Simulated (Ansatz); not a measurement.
# ZnS under pressure

The calculation used DFT PBE, scalar-relativistic, plane waves, PAW (Ansatz 0.2.0). Plane waves to 420 eV; Γ-centred k mesh 10×10×10; fixed occupations. No spin polarisation. Phonons by linear response, acoustic sum rule imposed.

Equilibrium structure at this level:
Space group F-43m (No. 216). a = 5.443 Å, b = 5.443 Å, c = 5.443 Å, α = 90.00°, β = 90.00°, γ = 90.00°
```tsv
atom	site	symmetry	x	y	z
Zn	4a	-43m	0.0000	0.0000	0.0000
S	4c	-43m	0.2500	0.2500	0.2500
```

The cell is relaxed again at -3 and -1 and 1 and 2 and 4 and 6 and 7 and 9 and 12 and 16 and 18 and 20 and 25 and 30 and 35 and 40 and 50 GPa. How do volume, gap and optical modes at Γ (cm⁻¹, counted from the lowest optical one; a degenerate one stands once) change?

## Answers

|  | 0 GPa | -3 GPa | -1 GPa | 1 GPa | 2 GPa | 4 GPa | 6 GPa | 7 GPa | 9 GPa | 12 GPa | 16 GPa | 18 GPa | 20 GPa | 25 GPa | 30 GPa | 35 GPa | 40 GPa | 50 GPa |
| --- | --- | --- | --- | --- | --- | --- | --- | --- | --- | --- | --- | --- | --- | --- | --- | --- | --- | --- |
| V/V0 | 1.000 | 1.049 | 1.015 | 0.986 | 0.973 | 0.950 | 0.930 | 0.920 | 0.902 | 0.879 | 0.851 | 0.839 | 0.828 | 0.802 | 0.780 | 0.760 | 0.743 | 0.712 |
| gap (eV) | 2.02 | 1.81 | 1.95 | 2.08 | 2.13 | 2.24 | 2.33 | 2.38 | 2.47 | 2.59 | 2.73 | 2.80 | 2.86 | 2.87 | 2.79 | 2.71 | 2.63 | 2.49 |
| ε∞, mean | 5.95 | 6.00 | 5.96 | 5.94 | 5.93 | 5.92 | 5.92 | 5.92 | 5.93 | 5.94 | 5.96 | 5.98 | 5.99 | 6.03 | 6.08 | 6.12 | 6.17 | 6.27 |
| mode 1 | 260 | 238 | 253 | 267 | 273 | 285 | 295 | 301 | 310 | 324 | 341 | 349 | 356 | 374 | 390 | 405 | 420 | 446 |

Cost: 18 runs of about 21 core-minutes in all, on AMD EPYC 9R45 (Zen 5), Arm Neoverse V1, Intel Xeon 6975P-C (Granite Rapids) and other processors (shared hosts).